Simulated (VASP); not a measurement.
The system is GaP.

```
CELL_PARAMETERS angstrom
1.94302 1.12180 6.43081
-1.94302 1.12180 6.43081
0.00000 -2.24360 6.43081
ATOMIC_POSITIONS crystal
Ga 0.43537 0.43537 0.43537
Ga 0.56463 0.56463 0.56463
P 0.05739 0.05739 0.05739
P 0.94261 0.94261 0.94261
```

Measurements of this composition are mostly on another form, of space group No. 216.

* Program: VASP 6.6.1
* Task: relaxation of cell and atoms
* Functional: PBEsol
* Potentials or basis: VASP PAW PBE potentials, release 64 (Ga_d, P)
* Cutoff: 600 eV
* k mesh: 3 × 3 × 3
* Occupations: gaussian, width 0.02 eV
* Spin: no spin polarisation

At the start: pressure -2.2 GPa; volume 21.03 Å³/atom.

Task: Where does the relaxation end?

Result: Over 8 steps the energy falls by 6.2 meV/atom and the volume is 20.41 Å³/atom (-2.9 %); space group R-3m (No. 166, to 0.05 Å).

The path:
```
step  energy change (eV)  largest force (eV/Å)  pressure (GPa)  volume (Å³)
   1              0.0000                0.0176           -2.20        84.10
   2             -0.0169                0.3584            1.12        80.64
   3             -0.0222                0.2220           -0.04        81.74
   4             -0.0243                0.0250            0.15        81.47
   5             -0.0243                0.0216            0.15        81.48
   6             -0.0247                0.0081            0.01        81.64
   7             -0.0247                0.0091            0.01        81.64
   8             -0.0247                0.0023           -0.01        81.65
```

Final structure:
```
CELL_PARAMETERS angstrom
1.93449 1.11688 6.29862
-1.93449 1.11688 6.29862
0.00000 -2.23375 6.29862
ATOMIC_POSITIONS crystal
Ga 0.43535 0.43535 0.43535
Ga 0.56465 0.56465 0.56465
P 0.05797 0.05797 0.05797
P 0.94203 0.94203 0.94203
```

Caveat: the k mesh is coarse (spacing up to 0.63 Å⁻¹), so the values aren't converged; the PAW data sets were made with another functional, which shifts forces and pressure a little; an odd mesh through Γ misses points on the zone boundary, where band edges often lie.
